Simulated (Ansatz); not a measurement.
`CC(=O)OB(Cl)Cl` + H₂ → `ClBCl` + `CC(=O)O`  (hydrogenolysis of a B–O bond)

Gas-phase electronic energies from Ansatz, PBE0-D4/def2-TZVP geometries. CCSD(T)/CBS adds triple-zeta CCSD(T) − MP2 to the extrapolated MP2 energy (def2 sets, frozen cores). This one scheme is used for every species. Each species was taken in one conformer, which may not be the lowest.

`CC(=O)OB(Cl)Cl`:

```xyz
10

C     1.438   -0.200    0.829
C     0.068    0.338    0.594
O    -0.418    1.304    1.086
O    -0.639   -0.481   -0.264
B    -1.543   -0.102   -1.199
Cl   -2.622   -1.335   -1.803
Cl   -1.601    1.507   -1.868
H     1.370   -1.230    1.184
H     1.958    0.419    1.555
H     1.989   -0.220   -0.114
```

H₂:

Cartesian coordinates in Å:
```
H 0.006 0.289 -0.235
H -0.006 -0.289 0.235
```

`ClBCl`:

Z-matrix (Å, degrees):
```
B
Cl 1 1.734
Cl 1 1.734 2 120.7
H 1 1.187 2 119.7 3 180.0
```

`CC(=O)O`:

```xyz
8

C     0.306    0.674    0.612
C    -0.419   -0.226   -0.337
O    -1.552   -0.092   -0.709
O     0.360   -1.245   -0.747
H     0.637    0.103    1.482
H     1.198    1.077    0.129
H    -0.350    1.483    0.922
H    -0.179   -1.775   -1.352
```

| species | MP2/CBS(def2) energy (Eh) |
| --- | --- |
| `CC(=O)OB(Cl)Cl` | -1172.64596 |
| H₂ | -1.16771 |
| `ClBCl` | -944.96131 |
| `CC(=O)O` | -228.82615 |

Problem. Work out ΔE.

Solution. ΔE = (-944.96131) + (-228.82615) − (-1172.64596) − (-1.16771) = 0.02621 Eh = +16.4 kcal/mol. CCSD(T)/CBS gives +15.2 kcal/mol.

Largest T1 diagnostic among the species: 0.015.

From r2SCAN to r2SCAN0 (25 % exact exchange), in def2-TZVPP and without D4, ΔE moves by −0.9 kcal/mol. The D4 term adds +3.2 kcal/mol with B3LYP and +1.8 kcal/mol with PBE0; it sums over pairs of atoms, weighted by their polarisabilities, and B3LYP, whose exchange is more repulsive, gets the larger term.

B3LYP here is the variant with VWN-RPA as its local correlation; programs differ in this.
